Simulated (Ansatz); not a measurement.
# AgCl: the cost of one run

Program: Ansatz 0.2.0. Level of theory: DFT LDA, scalar-relativistic. These are calculated values, not measurements.

## (1) Starting point

It takes space group Fm-3m (No. 225, cubic). The conventional cell has a = 5.546 Å, b = 5.546 Å, c = 5.546 Å, α = 90.00°, β = 90.00°, γ = 90.00°. Ag (site symmetry m-3m) has 6 Cl at 2.77 Å as nearest neighbours. Around Cl (site symmetry m-3m) lie 6 Ag at 2.77 Å.

As a file:

```xyz
2
Lattice="0.0000 2.7731 2.7731 2.7731 0.0000 2.7731 2.7731 2.7731 0.0000" Properties=species:S:1:pos:R:3 pbc="T T T"
Ag    2.7731    2.7731    2.7731
Cl    0.0000    0.0000    0.0000
```

The geometry is a database entry used as it stands. It may stem from high pressure or temperature, or be incomplete, so it serves as a test cell.

Atoms are numbered in the order of the input: Ag1, Cl2.

## (2) Volume × 0.96, LAPW

input.yaml

```yaml
crystal:
  lattice:
    - [0.0, 2.7356704056, 2.7356704056]
    - [2.7356704056, 0.0, 2.7356704056]
    - [2.7356704056, 2.7356704056, 0.0]
  atoms:
    - { symbol: Ag, position: [0.5, 0.5, 0.5] }
    - { symbol: Cl, position: [0.0, 0.0, 0.0] }
kpoints:
  mp_grid: { grid: [8, 8, 8] }
scf:
  occupations: { method: fermi_dirac, width: 0.02 }
hamiltonian:
  xc: lda
  pseudopotentials: { kind: all_electron, lapw: { basis_error: 0.0005 } }
output:
  forces: true
  stress: true
  eigenvalues: true
```

Started as:

```console
$ ansatz run input.yaml --threads 1 --pin off --max-ram 3072MiB --backend cpu --events-out ev --progress --plain --runs-dir out
```

Q: Estimate wall time and peak memory on 1 thread of Arm Neoverse V1, shared host.

About 5.5 s, with a peak of 0.28 GiB.
